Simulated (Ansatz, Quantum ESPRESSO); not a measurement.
# RbCl (Fm-3m): phonons by linear response, part 3 of 4

How does RbCl (Fm-3m) vibrate, and is this structure a minimum?

Quantum ESPRESSO 7.5; DFT PBE, scalar-relativistic, plane waves, PseudoDojo norm-conserving pseudopotentials.

So far, highest frequency (cm⁻¹): step 7 (dispersion) 161. The relaxed cell has a = 6.697 Å (conventional setting).

The database entry behind the starting cell differs from later determinations by our own check (about 0.5 % short), so it need not match the best structure at ambient conditions.

## 8. Sums over the zone

Sums over the zone need many more wavevectors than were solved, so the interpolation is sampled on a dense mesh.

matdyn.in

```
 &input
    asr='crystal',
    flfrc='x.fc',
    dos=.true.,
    fldos='x.dos',
    nk1=12,
    nk2=12,
    nk3=12,
    deltaE=0.3,
 /
```

Command:

```sh
> matdyn.x -in matdyn.in > matdyn.out
```

Numbers of over 12 decimals in the logs are rounded to 6 here.

Output:

```text
[banner, memory and clock lines left out]
Program MATDYN v.7.5

 mass for atomic type   1 not given; uses mass from file x.fc
 mass for atomic type   2 not given; uses mass from file x.fc
 Norm of the difference between old and new effective charges:    1.137e-17

 Norm of the difference between old and new force-constants:   2.73204e-06
```

The job ended after 2.9 s (1 thread of Intel Xeon Platinum 8375C at 2.90GHz (Ice Lake), shared host).

This step gave:

| Property | Result |
| --- | --- |
| share of modes beyond 3i cm⁻¹ on the dense interpolated mesh | 0 |
| zero-point energy per atom | 15.78 meV |
| heat capacity at 300 K | 24.56 J/(mol atoms K) |
| vibrational entropy at 300 K | 49.39 J/(mol atoms K) |

The phonon density of states has structure finer than the step of the table below, so its rows give means over 5 cm⁻¹, whole bins alone (the curve runs from 0 to 161 cm⁻¹). Peaks (cm⁻¹: height): total 54.9: 0.126, 59.4: 0.108, 76.5: 0.0886, 107.1: 0.138, 116.1: 0.0755; Cl 54.0: 0.0136, 100.8: 0.111, 107.1: 0.111, 116.1: 0.0702; Rb 54.9: 0.113, 59.4: 0.100, 76.5: 0.0783, 106.2: 0.0275.

Tetrahedra. The phonon density of states by wavenumber; means over each step; values in 1/cm⁻¹/cell:

| wavenumber (cm⁻¹) | total | Cl | Rb |
| --- | --- | --- | --- |
| 5 | 8.5e-5 | 2.7e-5 | 6.5e-5 |
| 10 | 3.2e-4 | 9.0e-5 | 2.3e-4 |
| 15 | 0.00177 | 5.0e-4 | 0.00127 |
| 20 | 0.00341 | 9.3e-4 | 0.00247 |
| 25 | 0.00657 | 0.00174 | 0.00483 |
| 30 | 0.0106 | 0.00270 | 0.00795 |
| 35 | 0.0175 | 0.00417 | 0.0133 |
| 40 | 0.0321 | 0.00710 | 0.0250 |
| 45 | 0.0604 | 0.0121 | 0.0483 |
| 50 | 0.0776 | 0.0125 | 0.0651 |
| 55 | 0.109 | 0.0112 | 0.0979 |
| 60 | 0.0879 | 0.00710 | 0.0808 |
| 65 | 0.0179 | 0.00245 | 0.0155 |
| 70 | 0.0326 | 0.00398 | 0.0286 |
| 75 | 0.0679 | 0.00780 | 0.0601 |
| 80 | 0.0489 | 0.00567 | 0.0432 |
| 85 | 0.0185 | 0.00227 | 0.0162 |
| 90 | 0.00639 | 0.00108 | 0.00531 |
| 95 | 0.0729 | 0.0667 | 0.00624 |
| 100 | 0.125 | 0.106 | 0.0189 |
| 105 | 0.128 | 0.102 | 0.0257 |
| 110 | 0.0740 | 0.0613 | 0.0127 |
| 115 | 0.0368 | 0.0340 | 0.00278 |
| 120 | 0.0370 | 0.0353 | 0.00169 |
| 125 | 0.0299 | 0.0283 | 0.00152 |
| 130 | 0.0278 | 0.0258 | 0.00199 |
| 135 | 0.0242 | 0.0217 | 0.00252 |
| 140 | 0.0164 | 0.0137 | 0.00265 |
| 145 | 0.0122 | 0.00972 | 0.00251 |
| 150 | 0.00898 | 0.00684 | 0.00214 |
| 155 | 0.00590 | 0.00433 | 0.00156 |

Harmonic thermodynamic functions per atom, summed over the density of states scaled to three modes an atom; melting is ignored. Thermodynamic functions:

| T (K) | F_vib (meV/atom) | S (J/mol-atom/K) | C_V (J/mol-atom/K) |
| --- | --- | --- | --- |
| 0 | 15.78 | 0 | 0 |
| 50 | 13.96 | 10.2 | 15.55 |
| 100 | 5.04 | 23.44 | 21.83 |
| 200 | -28.41 | 39.51 | 24.1 |
| 300 | -74.81 | 49.39 | 24.56 |
| 400 | -129.8 | 56.48 | 24.73 |
| 500 | -191.4 | 62.01 | 24.8 |
| 600 | -258 | 66.53 | 24.85 |
| 700 | -329 | 70.37 | 24.87 |
| 800 | -403.7 | 73.69 | 24.89 |
| 900 | -481.6 | 76.62 | 24.9 |
| 1000 | -562.5 | 79.25 | 24.91 |

At 300 K the heat capacity has reached 98 % of the Dulong-Petit value.

## 9. Zone-centre analysis

A rigid shift of the crystal must cost nothing, but grids and finite bases break this; the acoustic sum rule is imposed before the matrix is diagonalised again. With Born charges the intensities follow, and the static dielectric tensor.

dynmat.in

```
 &input
    fildyn='x.dyn1',
    asr='simple',
    fileig='dynmat.eig',
    lperm=.true.,
 /
```

Command:

```sh
> dynmat.x -in dynmat.in > dynmat.out
```

Output:

```text
[banner, memory and clock lines left out]
Program DYNMAT v.7.5

     Reading Dynamical Matrix from file x.dyn1
     ...Force constants read
     ...epsilon and Z* read
     A direction for q was not specified:TO-LO splitting will be absent

     Polarizability (A^3 units)
     multiply by 0.700587 for Clausius-Mossotti correction
         7.661042    0.000000    0.000000
         0.000000    7.661042   -0.000000
         0.000000   -0.000000    7.661042

     IR activities are in (D/A)^2/amu units

# mode   [cm-1]    [THz]      IR
    1     -0.00   -0.0000    0.0000
    2     -0.00   -0.0000    0.0000
    3      0.00    0.0000    0.0000
    4    101.73    3.0498    1.2535
    5    101.73    3.0498    1.2535
    6    101.73    3.0498    1.2535

Electronic dielectric permittivity tensor (relative, adimensional)
         2.282125    0.000000    0.000000
         0.000000    2.282125   -0.000000
         0.000000   -0.000000    2.282125

 ... with zone-center polar mode contributions
         5.722714   -0.000000   -0.000000
        -0.000000    5.722714   -0.000000
        -0.000000   -0.000000    5.722714
```

Wall time 0.59 s (1 thread).

Numbers from this step:

```yaml
mean_static_dielectric_constant: 5.723
```

Unit eigenvectors of the mass-weighted matrix after the sum rule; no LO-TO term. Modes at Γ, with each element's share of the kinetic energy:

| mode | frequency (cm⁻¹) | symmetry | Rb % | Cl % |
| --- | --- | --- | --- | --- |
| 1 | 0.0 | acoustic | 71 | 29 |
| 2 | 0.0 | acoustic | 71 | 29 |
| 3 | 0.0 | acoustic | 71 | 29 |
| 4 | 101.7 | T1u | 29 | 71 |
| 5 | 101.7 | T1u | 29 | 71 |
| 6 | 101.7 | T1u | 29 | 71 |

Displacements in mode 5 (101.7 cm⁻¹), the largest set to 1:
```
Rb1  0.00 -0.21 -0.41
Cl2  0.00  0.50  1.00
```

Degenerate modes summed, no LO-TO term. Lines of the infrared spectrum (strongest = 100):

| position (cm⁻¹) | lines merged | label | IR intensity, relative |
| --- | --- | --- | --- |
| 102 | 3 | T1u | 100 |

Static dielectric tensor (ions relaxed, fixed cell):

```
5.72 0.00 0.00
0.00 5.72 0.00
0.00 0.00 5.72
```

The rule moves no optical mode by more than 0.1 cm⁻¹.

## 10. Sum rules set otherwise: a sum rule for molecules or wires on a crystal

This rule also removes rotations, which suits molecules and not a crystal; it is tried to see the harm.

dynmat.in

```
 &input
    fildyn='x.dyn1',
    asr='zero-dim',
    fileig='dynmat.eig',
    lperm=.true.,
 /
```

Command:

```sh
> dynmat.x -in dynmat.in > dynmat.out
```

Output:

```text
[banner, memory and clock lines left out]
Program DYNMAT v.7.5

     Reading Dynamical Matrix from file x.dyn1
     ...Force constants read
     ...epsilon and Z* read
     Acoustic Sum Rule: || Z*(ASR) - Z*(orig)|| =    2.333604E+00
     Acoustic Sum Rule: ||dyn(ASR) - dyn(orig)||=    5.550529E-02
     A direction for q was not specified:TO-LO splitting will be absent

     Polarizability (A^3 units)
     multiply by 0.700587 for Clausius-Mossotti correction
         7.661042    0.000000    0.000000
         0.000000    7.661042   -0.000000
         0.000000   -0.000000    7.661042

     IR activities are in (D/A)^2/amu units

# mode   [cm-1]    [THz]      IR
    1     -0.00   -0.0000    0.0000
    2     -0.00   -0.0000    0.0000
    3     -0.00   -0.0000    0.0000
    4      0.00    0.0000    0.0000
    5      0.00    0.0000    0.0000
    6    101.72    3.0496    1.2535

Electronic dielectric permittivity tensor (relative, adimensional)
         2.282125    0.000000    0.000000
         0.000000    2.282125   -0.000000
         0.000000   -0.000000    2.282125

 ... with zone-center polar mode contributions
         3.429114   -1.146989   -1.146989
        -1.146989    3.429114    1.146989
        -1.146989    1.146989    3.429114
```

It took 0.59 s on 1 thread.

The run ended normally, but on settings that are not sound.

The fault: a sum rule for molecules or wires on a crystal; 2 optical modes are projected out to zero frequency, as if they were rotations, and the static dielectric tensor is spoilt.

For a crystal the rule has to be 'simple' or 'crystal'.

Zone-centre frequencies as printed; negative means imaginary. Modes:

| mode | frequency (cm⁻¹) |
| --- | --- |
| 1 | 0 |
| 2 | 0 |
| 3 | 0 |
| 4 | 0 |
| 5 | 0 |
| 6 | 101.7 |

## 11. Modes along a direction of q (1 0 0)

A longitudinal polar mode sets up a macroscopic field that stiffens it; the term hangs on the direction from which q goes to zero.

dynmat.in

```
 &input
    fildyn='x.dyn1',
    asr='simple',
    fileig='dynmat.eig',
    q(1)=1.0,
    q(2)=0.0,
    q(3)=0.0,
 /
```

Command:

```sh
> dynmat.x -in dynmat.in > dynmat.out
```

Output:

```text
[banner, memory and clock lines left out]
Program DYNMAT v.7.5

     Reading Dynamical Matrix from file x.dyn1
     ...Force constants read
     ...epsilon and Z* read

     Polarizability (A^3 units)
     multiply by 0.700587 for Clausius-Mossotti correction
         7.661042    0.000000    0.000000
         0.000000    7.661042   -0.000000
         0.000000   -0.000000    7.661042

     IR activities are in (D/A)^2/amu units

# mode   [cm-1]    [THz]      IR
    1     -0.00   -0.0000    0.0000
    2     -0.00   -0.0000    0.0000
    3      0.00    0.0000    0.0000
    4    101.73    3.0498    1.2535
    5    101.73    3.0498    1.2535
    6    161.09    4.8294    1.2535
```

Elapsed: 0.6 s, on 1 thread.

This step gave:

* highest mode moved by the LO-TO term: 161.1 cm⁻¹

Zone-centre frequencies as printed; negative means imaginary. Modes:

| mode | frequency (cm⁻¹) |
| --- | --- |
| 1 | 0 |
| 2 | 0 |
| 3 | 0 |
| 4 | 101.7 |
| 5 | 101.7 |
| 6 | 161.1 |

The field moves one mode, from 102 to 161 cm⁻¹; the others stay.

## 12. The dispersion under another sum rule (asr all)

The sum rule corrects the force constants themselves, so it can shift branches at any wavevector, low ones most.

matdyn.in

```
 &input
    asr='all',
    flfrc='x.fc',
    flfrq='x.freq',
    flvec='x.modes',
    q_in_band_form=.true.,
    q_in_cryst_coord=.true.,
 /
8
  0.0000000   0.0000000   0.0000000   8  ! GAMMA
 -0.0000000   0.5000000   0.5000000   8  ! X
 -0.0000000   0.6250000   0.3750000   1  ! U
 -0.3750000   0.3750000  -0.0000000   8  ! K
  0.0000000   0.0000000   0.0000000   8  ! GAMMA
 -0.0000000   0.5000000  -0.0000000   8  ! L
 -0.2500000   0.5000000   0.2500000   8  ! W
 -0.0000000   0.5000000   0.5000000   1  ! X
```

Command:

```sh
> matdyn.x -in matdyn.in > matdyn.out
```

Output:

```text
[banner, memory and clock lines left out]
Program MATDYN v.7.5

 mass for atomic type   1 not given; uses mass from file x.fc
 mass for atomic type   2 not given; uses mass from file x.fc

     WARNING: To use asr = 'all' for infrared-active solids, i.e., solids with nonzero
     Born effective charge, one must set read_lr = .true. in the matdyn.x input. Also,
     the flfrc file must have been constructed with write_lr = .true. in the q2r.x input.
     If the system is infrared inactive and you have nonzero Born effective charge due to
     numerical noise, you can ignore this warning.

 Norm of the difference between old and new effective charges:    1.137e-17

 Huang before:    1   1   1   2,   residual stress:  -0.000000
 Huang before:    1   1   1   3,   residual stress:  -0.000000
 Huang before:    1   1   2   2,   residual stress:  -0.000000
 Huang before:    1   1   2   3,   residual stress:   0.000000
 Huang before:    1   1   3   3,   residual stress:  -0.000000
 Huang before:    1   2   1   3,   residual stress:  -0.000000
 Huang before:    1   2   2   2,   residual stress:   0.000000
 Huang before:    1   2   2   3,   residual stress:  -0.000000
 Huang before:    1   2   3   3,   residual stress:   0.000000
 Huang before:    1   3   2   2,   residual stress:   0.000000
 Huang before:    1   3   2   3,   residual stress:   0.000000
 Huang before:    1   3   3   3,   residual stress:   0.000000
 Huang before:    2   2   2   3,   residual stress:   0.000000
 Huang before:    2   2   3   3,   residual stress:  -0.000000
 Huang before:    2   3   3   3,   residual stress:  -0.000000

 Norm of the difference between old and new force-constants:   2.73204e-06

   You are using asr="all", please consider citing C. Lin, S. Ponc\'e and N. Marzari, npj Comput Mater 8, 236 (2022).
```

Wall time 0.65 s (1 thread).

At the labelled points the branches move by no more than 0.1 cm⁻¹. The log warns that this rule wants the long-range part of the force constants stored apart (write_lr, read_lr) in a polar crystal, which was not done.

(Continued in part 4 of 4.)

[Host names and launcher messages were left out of these logs when they were recorded.]

[Logs are printed without paths, hosts, clocks, repeated set-up lines and the standing remarks that a program may print on its own settings, such as how far it seeks lower states.]

[Hosts, paths, dates, database ids (printed as entryN), source tags and the programs' standing remarks are cut or masked in the printed files.]
